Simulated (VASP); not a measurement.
# ZnSe (Stilleite) (F-43m) in VASP: G0W0 quasiparticle levels with PBEsol

Aim: the G0W0 quasiparticle levels of ZnSe (Stilleite) with PBEsol.

Everything below comes from runs of VASP 6.6.1. Logs are shortened: lines on timing, memory, paths and dates and some standing lists are left out, and cuts for length are marked.

## 1. Starting point

The structure is cubic, space group F-43m (No. 216). Conventional cell: a = 5.668 Å, b = 5.668 Å, c = 5.668 Å, α = 90.00°, β = 90.00°, γ = 90.00°. Around Zn (site symmetry -43m) lie 4 Se at 2.45 Å. Around Se (site symmetry -43m) lie 4 Zn at 2.45 Å.

## 2. G0W0 quasiparticle levels, PBEsol

POSCAR reads:

```
ZnSe
1.0
    0.0000000000      2.8338000000      2.8338000000
    2.8338000000      0.0000000000      2.8338000000
    2.8338000000      2.8338000000      0.0000000000
Zn Se
1 1
Direct
    0.0000000000      0.0000000000      0.0000000000
    0.2500000000      0.2500000000      0.2500000000
```

INCAR.step1 reads:

```
SYSTEM = ZnSe
  ALGO = Fast
  EDIFF = 1E-8
  ENCUT = 450
  GGA = PS
  ISMEAR = 0
  KPAR = 8
  LASPH = .TRUE.
  LCHARG = .FALSE.
  LREAL = .FALSE.
  LWAVE = .TRUE.
  NELM = 60
  PREC = Accurate
  SIGMA = 0.01
```

INCAR.step2 reads:

```
SYSTEM = ZnSe
  ALGO = Exact
  EDIFF = 1E-8
  ENCUT = 450
  GGA = PS
  ISMEAR = 0
  ISTART = 1
  KPAR = 8
  LASPH = .TRUE.
  LCHARG = .FALSE.
  LOPTICS = .TRUE.
  LREAL = .FALSE.
  LWAVE = .TRUE.
  NBANDS = 53
  NELM = 1
  PREC = Accurate
  SIGMA = 0.01
```

INCAR.step3 reads:

```
SYSTEM = ZnSe
  ALGO = EVGW0
  EDIFF = 1E-8
  ENCUT = 450
  ENCUTGW = 80
  GGA = PS
  ISMEAR = 0
  ISTART = 1
  KPAR = 8
  LASPH = .TRUE.
  LCHARG = .FALSE.
  LREAL = .FALSE.
  LWAVE = .FALSE.
  NBANDS = 53
  NBANDSGW = 17
  NELMGW = 1
  NOMEGA = 50
  PREC = Accurate
  PRECFOCK = Fast
  SIGMA = 0.01
```

KPOINTS reads:

```
k-points
0
G
  4 4 4
  0 0 0
```

Potentials or basis: VASP PAW PBE potentials, release 64 (Zn_GW, Se_GW).

Command:

```
$ cat potpaw_PBE.64/Zn_GW/POTCAR potpaw_PBE.64/Se_GW/POTCAR > POTCAR
$ cp INCAR.step1 INCAR
$ mpirun -np 8 vasp_std > vasp.out
$ cp INCAR.step2 INCAR
$ mpirun -np 8 vasp_std > vasp.out
$ cp INCAR.step3 INCAR
$ mpirun -np 8 vasp_std > vasp.out
```

OUTCAR:

```text
SYSTEM = ZnSe
   EDIFF = 1E-8
   ENCUT = 450
   ENCUTGW = 80
   GGA = PS
   ISMEAR = 0
   ISTART = 1
   LASPH = .TRUE.
   LREAL = .FALSE.
   NELMGW = 1
   PREC = Accurate
   PRECFOCK = Fast

 ion  position               nearest neighbor table
   1  0.000  0.000  0.000-   2 2.45   2 2.45   2 2.45   2 2.45
   2  0.250  0.250  0.250-   1 2.45   1 2.45   1 2.45   1 2.45

  LATTYP: Found a face centered cubic cell.
 ALAT       =     5.6676000000

  Lattice vectors:

 A1 = (   0.0000000000,   2.8338000000,   2.8338000000)
 A2 = (   2.8338000000,   0.0000000000,   2.8338000000)
 A3 = (   2.8338000000,   2.8338000000,   0.0000000000)

Analysis of symmetry for initial positions (statically):
=====================================================================
 Subroutine PRICEL returns:
 Original cell was already a primitive cell.

 Routine SETGRP: Setting up the symmetry group for a
 face centered cubic supercell.

 Subroutine GETGRP returns: Found 24 space group operations
 (whereof 24 operations were pure point group operations)
 out of a pool of 48 trial point group operations.

The static configuration has the point symmetry T_d .

Analysis of symmetry for dynamics (positions and initial velocities):
=====================================================================
 Subroutine PRICEL returns:
 Original cell was already a primitive cell.

 Routine SETGRP: Setting up the symmetry group for a
 face centered cubic supercell.

 Subroutine GETGRP returns: Found 24 space group operations
 (whereof 24 operations were pure point group operations)
 out of a pool of 48 trial point group operations.

The dynamic configuration has the point symmetry T_d .

 Subroutine INISYM returns: Found 24 space group operations
 (whereof 24 operations are pure point group operations),
 and found     1 'primitive' translations

----------------------------------------------------------------------------------------

                                     Primitive cell

  volume of cell :      45.5132

  direct lattice vectors                    reciprocal lattice vectors
     0.000000000  2.833800000  2.833800000    -0.176441527  0.176441527  0.176441527
     2.833800000  0.000000000  2.833800000     0.176441527 -0.176441527  0.176441527
     2.833800000  2.833800000  0.000000000     0.176441527  0.176441527 -0.176441527

  length of vectors
     4.007598393  4.007598393  4.007598393     0.305605690  0.305605690  0.305605690

  position of ions in fractional coordinates (direct lattice)
     0.000000000  0.000000000  0.000000000
     0.250000000  0.250000000  0.250000000

  ion indices of the primitive-cell ions
   primitive index   ion index
                 1           1
                 2           2

----------------------------------------------------------------------------------------

 KPOINTS: k-points

Automatic generation of k-mesh.
 Grid dimensions read from file:
 generate k-points for:    4    4    4

 Generating k-lattice:

  Cartesian coordinates                     Fractional coordinates (reciprocal lattice)
    -0.044110382  0.044110382  0.044110382     0.250000000  0.000000000  0.000000000
     0.044110382 -0.044110382  0.044110382     0.000000000  0.250000000  0.000000000
     0.044110382  0.044110382 -0.044110382     0.000000000  0.000000000  0.250000000

  Length of vectors
     0.076401422  0.076401422  0.076401422

  Shift w.r.t. Gamma in fractional coordinates (k-lattice)
     0.000000000  0.000000000  0.000000000

 Subroutine IBZKPT returns following result:
 ===========================================

 Found      8 irreducible k-points:

 Following reciprocal coordinates:
            Coordinates               Weight
  0.000000  0.000000  0.000000      1.000000
  0.250000  0.000000  0.000000      8.000000
  0.500000  0.000000  0.000000      4.000000
  0.250000  0.250000  0.000000      6.000000
  0.500000  0.250000  0.000000     24.000000
 -0.250000  0.250000  0.000000     12.000000
  0.500000  0.500000  0.000000      3.000000
 -0.250000  0.500000  0.250000      6.000000
   k-points           NKPTS =      8   k-points in BZ     NKDIM =     64   number of bands    NBANDS=     53
   number of dos      NEDOS =    301   number of ions     NIONS =      2
   total plane-waves  NPLWV =  21952
   dimension x,y,z NGX =    28 NGY =   28 NGZ =   28
   dimension x,y,z NGXF=    56 NGYF=   56 NGZF=   56
   ions per type =               1   1
   NGX,Y,Z   is equivalent  to a cutoff of  11.62, 11.62, 11.62 a.u.
   NGXF,Y,Z  is equivalent  to a cutoff of  23.23, 23.23, 23.23 a.u.
 SYSTEM =  ZnSe
   PREC   = accura    normal or accurate (medium, high low for compatibility)
   ISTART =      1    job   : 0-new  1-cont  2-samecut
   ICHARG =      0    charge: 1-file 2-atom 10-const
   ISPIN  =      1    spin polarized calculation?
   LNONCOLLINEAR =      F non collinear calculations
   LSORBIT =      F    spin-orbit coupling
   LASPH  =      T    aspherical Exc in radial PAW
   ENCUT  =  450.0 eV  33.07 Ry    5.75 a.u.   6.93  6.93  6.93*2*pi/ulx,y,z
   NELM   =     60;   NELMIN=  2; NELMDL=  0     # of ELM steps
   EDIFF  = 0.1E-07   stopping-criterion for ELM
   LREAL  =      F    real-space projection
   EDIFFG = 0.1E-06   stopping-criterion for IOM
   NSW    =      0    number of steps for IOM
   IBRION =     -1    ionic relax: 0-MD 1-quasi-New 2-CG
   NFREE  =      0    steps in history (QN), initial steepest desc. (CG)
   ISIF   =      0    stress and relaxation
   ISYM   =      3    0-nonsym 1-usesym 2-fastsym
   POTIM  = 0.5000    time-step for ionic-motion
   TEBEG  =    0.0;   TEEND  =   0.0 temperature during run
   PSTRESS=    0.0 pullay stress
   NELECT =      18.0000    total number of electrons
   NUPDOWN=      -1.0000    fix difference up-down
   EMIN   =  10.00;   EMAX   =-10.00  energy-range for DOS
   EFERMI =   0.00;   METHOD = LEGACY
   ISMEAR =     0;   SIGMA  =   0.01  broadening in eV -4-tet -1-fermi 0-gaus
   EFERMI_NEDOS =   21; number of points for ismear=-14 and -15
   IALGO  =     38    algorithm
   IMIX   =      4    mixing-type and parameters
     AMIX     =   0.40;   BMIX     =  1.00
     AMIX_MAG =   1.60;   BMIX_MAG =  1.00
  volume/ion in A,a.u.               =      22.76       153.57
  Fermi-wavevector in a.u.,A,eV,Ry     =   1.201673  2.270834 19.647073  1.444019
  Thomas-Fermi vector in A             =   2.337476
   LORBIT       =      0    0 simple, 1 ext, 2 COOP (PROOUT), +10 PAW based schemes
   GGA     = PS    functional components
   LHFCALC =     T    Hartree Fock is set to
   PRECFOCK=fast      Normal, Fast or Accurate (Low or Medium for compatibility)
   ENCUT4O =  -1.0   cutoff for four orbital integrals eV
   NKREDX  =     1    reduce k-point grid by
   NKREDY  =     1    reduce k-point grid by
   NKREDZ  =     1    reduce k-point grid by
   AEXX    =    1.0000 exact exchange contribution
   HFSCREEN=    0.0000 screening length (either q_TF or 0.3 A-1)
   HFSCREENC=   0.0000 screening length for correlation (either q_TF or 0.3 A-1)
   ENCUTFOCK=  -1.0 apply spherical cutoff to Coloumb kernel
   IVDW    =     0    specifies the selected vdW correction
   LEPSILON=     F    determine dielectric tensor
   LRPA    =     F    only Hartree local field effects (RPA)
   LRPAFORCE           =     F    calculate RPA forces
   ENCUTGW             =  80.0    cutoff for response function in eV
   ENCUTGWSOFT         =  64.0    soft cutoff for Coulomb kernel in GW response function in eV
   ENCUTLF             =  -1.0    cutoff for local field effects
   NELMGW              =     1    number of iterations in solving QP/BSE equation
   NELMHF              =     1    number of iterations in the inner HF iteration
   NKREDLFX            =     1    NKREDLFY  =   1   NKREDLFZ  =   1
 non-spin polarized calculation
 Gauss-broadening in eV      SIGMA  =   0.01
  energy-cutoff  :      450.00
  volume of cell :       45.51
 maximum number of plane-waves:       992
  NGX = 16; NGY = 16; NGZ = 16
   NGX = 13   NGY = 13   NGZ = 13
 maximum number of plane-waves:        80
 NGX is ok and might be reduce to    14

 QP shifts <psi_nk| G(iteration)W_0 |psi_nk>: iteration 1
 for sc-GW calculations column KS-energies equals QP-energies in previous step
 and V_xc(KS)=  KS-energies - (<T + V_ion + V_H > + <T+V_H+V_ion>^1  + <V_x>^1)

 k-point   1 :       0.0000    0.0000    0.0000
  band No.  KS-energies  QP-energies   sigma(KS)   V_xc(KS)     V^pw_x(r,r')   Z            occupation Imag(sigma)

      1     -10.7294     -10.8855     -12.6359     -12.3934     -19.8182       0.6437       2.0000       1.1257
      2      -4.0248      -5.9163     -22.5069     -19.6722     -30.7930       0.6673       2.0000       0.2319
      3      -4.0248      -5.9163     -22.5069     -19.6722     -30.7930       0.6673       2.0000       0.2319
      4      -4.0248      -5.9163     -22.5069     -19.6722     -30.7930       0.6673       2.0000       0.2319
      5      -3.6558      -5.7029     -23.5115     -20.4780     -31.9855       0.6748       2.0000       0.2093
      6      -3.6558      -5.7029     -23.5115     -20.4780     -31.9855       0.6748       2.0000       0.2093
[... 9 lines left out ...]
     16      13.9593      14.4863      -9.7422     -10.4483      -5.0044       0.7464       0.0000      -0.2800
     17      15.4253      15.6888      -7.5212      -7.8750      -2.2703       0.7447       0.0000      -0.4029

 k-point   2 :       0.2500    0.0000    0.0000
  band No.  KS-energies  QP-energies   sigma(KS)   V_xc(KS)     V^pw_x(r,r')   Z            occupation Imag(sigma)

      1     -10.3621     -10.5204     -12.8758     -12.6337     -19.9338       0.6536       2.0000       1.0919
      2      -3.9741      -5.8821     -22.6213     -19.7700     -30.9265       0.6692       2.0000       0.2307
      3      -3.9741      -5.8821     -22.6213     -19.7700     -30.9265       0.6692       2.0000       0.2307
      4      -3.9666      -5.7869     -21.8173     -19.1036     -29.8286       0.6708       2.0000       0.2378
      5      -3.6558      -5.6993     -23.5068     -20.4745     -31.9846       0.6739       2.0000       0.2102
      6      -3.6558      -5.6993     -23.5068     -20.4745     -31.9846       0.6739       2.0000       0.2102
[... 9 lines left out ...]
     16      13.0492      13.3327      -7.2761      -7.6539      -2.2347       0.7505       0.0000      -0.3001
     17      16.3444      16.9007      -8.3491      -9.0902      -2.8403       0.7505       0.0000      -0.5584

 k-point   3 :       0.5000    0.0000    0.0000
  band No.  KS-energies  QP-energies   sigma(KS)   V_xc(KS)     V^pw_x(r,r')   Z            occupation Imag(sigma)

      1      -9.9275     -10.0776     -13.2312     -13.0058     -20.1779       0.6659       2.0000       1.0407
      2      -3.9375      -5.8578     -22.6961     -19.8317     -31.0116       0.6704       2.0000       0.2289
      3      -3.9375      -5.8578     -22.6961     -19.8317     -31.0116       0.6704       2.0000       0.2289
      4      -3.6376      -5.6851     -23.5699     -20.5320     -32.0693       0.6740       2.0000       0.2115
      5      -3.6376      -5.6851     -23.5699     -20.5320     -32.0693       0.6740       2.0000       0.2115
      6      -3.4964      -5.5081     -23.3841     -20.3981     -31.8053       0.6737       2.0000       0.2220
[... 9 lines left out ...]
     16      15.5578      16.1758      -9.2567     -10.0789      -3.9427       0.7517       0.0000      -0.4765
     17      16.6144      17.4384      -9.2819     -10.3761      -3.7326       0.7531       0.0000      -0.6506

 k-point   4 :       0.2500    0.2500    0.0000
  band No.  KS-energies  QP-energies   sigma(KS)   V_xc(KS)     V^pw_x(r,r')   Z            occupation Imag(sigma)

      1     -10.2388     -10.3961     -12.9565     -12.7170     -19.9766       0.6570       2.0000       1.0834
      2      -4.0401      -5.8164     -21.4906     -18.8373     -29.4132       0.6695       2.0000       0.2404
      3      -3.9143      -5.8439     -22.7608     -19.8854     -31.0907       0.6711       2.0000       0.2300
      4      -3.9143      -5.8439     -22.7608     -19.8854     -31.0907       0.6711       2.0000       0.2300
      5      -3.6822      -5.7056     -23.3622     -20.3533     -31.8069       0.6725       2.0000       0.2126
      6      -3.6315      -5.6828     -23.5714     -20.5312     -32.0626       0.6747       2.0000       0.2092
[... 37 lines left out ...]
      2      -3.9271      -5.8388     -22.5737     -19.7253     -30.8393       0.6712       2.0000       0.2301
      3      -3.9077      -5.8385     -22.7882     -19.9139     -31.1243       0.6717       2.0000       0.2292
      4      -3.7754      -5.6140     -21.9009     -19.1702     -29.8694       0.6733       2.0000       0.2324
      5      -3.6681      -5.7043     -23.4642     -20.4385     -31.9383       0.6730       2.0000       0.2114
      6      -3.6066      -5.6144     -23.2944     -20.3214     -31.6801       0.6753       2.0000       0.2165
[... 9 lines left out ...]
     16      16.5142      17.1277      -9.0829      -9.8992      -3.6131       0.7516       0.0000      -0.6031
     17      16.9960      17.4737      -8.1837      -8.8177      -2.8540       0.7533       0.0000      -0.5312

 k-point   7 :       0.5000    0.5000    0.0000
  band No.  KS-energies  QP-energies   sigma(KS)   V_xc(KS)     V^pw_x(r,r')   Z            occupation Imag(sigma)

      1      -9.6553      -9.7952     -13.4409     -13.2341     -20.3338       0.6766       2.0000       1.0199
      2      -4.0013      -5.7135     -20.8441     -18.3015     -28.5101       0.6734       2.0000       0.2441
      3      -3.7718      -5.7540     -23.2138     -20.2664     -31.6477       0.6725       2.0000       0.2264
      4      -3.7718      -5.7540     -23.2138     -20.2664     -31.6477       0.6725       2.0000       0.2264
      5      -3.6074      -5.6670     -23.6280     -20.5845     -32.1357       0.6767       2.0000       0.2091
      6      -3.4774      -5.4553     -23.1146     -20.1818     -31.4465       0.6744       2.0000       0.2231
[... 9 lines left out ...]
     16      16.8811      17.4727      -9.6639     -10.4510      -4.4423       0.7516       0.0000      -0.5537
     17      16.8811      17.4727      -9.6639     -10.4510      -4.4423       0.7516       0.0000      -0.5537

 k-point   8 :      -0.2500    0.5000    0.2500
  band No.  KS-energies  QP-energies   sigma(KS)   V_xc(KS)     V^pw_x(r,r')   Z            occupation Imag(sigma)

      1      -9.6501      -9.7881     -13.4541     -13.2490     -20.3552       0.6729       2.0000       1.0096
      2      -3.9107      -5.7922     -22.2884     -19.4919     -30.4367       0.6728       2.0000       0.2307
      3      -3.8186      -5.8048     -23.1671     -20.2121     -31.6158       0.6722       2.0000       0.2263
      4      -3.6895      -5.6567     -22.9933     -20.0663     -31.3011       0.6721       2.0000       0.2154
      5      -3.6859      -5.7218     -23.4935     -20.4681     -31.9994       0.6729       2.0000       0.2177
      6      -3.3531      -5.3665     -23.5214     -20.5479     -31.9262       0.6771       2.0000       0.2211
[... 9 lines left out ...]
     16      16.4789      16.9205      -8.8210      -9.4110      -3.4164       0.7484       0.0000      -0.5782
     17      17.1232      17.8706      -9.3982     -10.4050      -3.9049       0.7424       0.0000      -0.5883
```

It took 21 s on 8 MPI ranks of Intel Xeon Platinum 8488C (Sapphire Rapids), shared host; peak memory 0.3 GiB.

Results:

```yaml
Band_gap_on_the_k_mesh_mean-field_level: 1.15 eV, direct
Quasiparticle_gap: 2.36 eV
Least_direct_quasiparticle_gap: 2.36 eV
```

Levels at points of the mesh, in eV from the valence-band top:
```
           k point  band 7  band 8  band 9  band 10  band 11  band 12
(0.00, 0.00, 0.00)    0.00    0.00    0.00     1.15     5.71     5.71
(0.50, 0.00, 0.00)   -5.30   -0.88   -0.88     2.42     6.28     6.28
(0.50, 0.50, 0.00)   -4.80   -2.22   -2.22     2.81     3.36    10.60
```

Caveat: the k mesh is coarse (spacing up to 0.48 Å⁻¹), so the values aren't converged; bands, screening cutoff and mesh are small and nothing is extrapolated, so the quasiparticle values aren't converged.
